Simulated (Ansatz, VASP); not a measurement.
# Sn: VASP beside Ansatz

```
Sn
1.0
    -2.02919    2.02919    1.66076
     2.02919   -2.02919    1.66076
     2.02919    2.02919   -1.66076
Sn
1
Direct
  0.00000 0.00000 0.00000
```

This isn't the form of Sn at room conditions, which is tetragonal (white tin).

Alike in both runs: task single point; functional PBE; k mesh 10 × 10 × 10; occupations gaussian, width 0.05 eV; no spin polarisation.

```csv
,VASP,Ansatz
version,VASP 6.6.1,Ansatz 0.2.0
potentials or method,"VASP PAW PBE potentials, release 64 (Sn_d), cutoff 520 eV","all-electron LAPW, scalar-relativistic"
```

Ansatz gave:

```
gap on the k mesh at the Fermi level (eV)       : none
pressure (GPa)                                  : 0.8
largest component of the traceless stress (GPa) : 0.89
```

Task: Estimate VASP's values.

Result: gap on the k mesh at the Fermi level (eV): none; pressure (GPa): 0.9; largest component of the traceless stress (GPa): 0.89.

A gap of «none» marks a metal or a gap that the smearing closes. Ansatz ran all-electron here, so the differences hold the error of VASP's frozen core and of both bases.
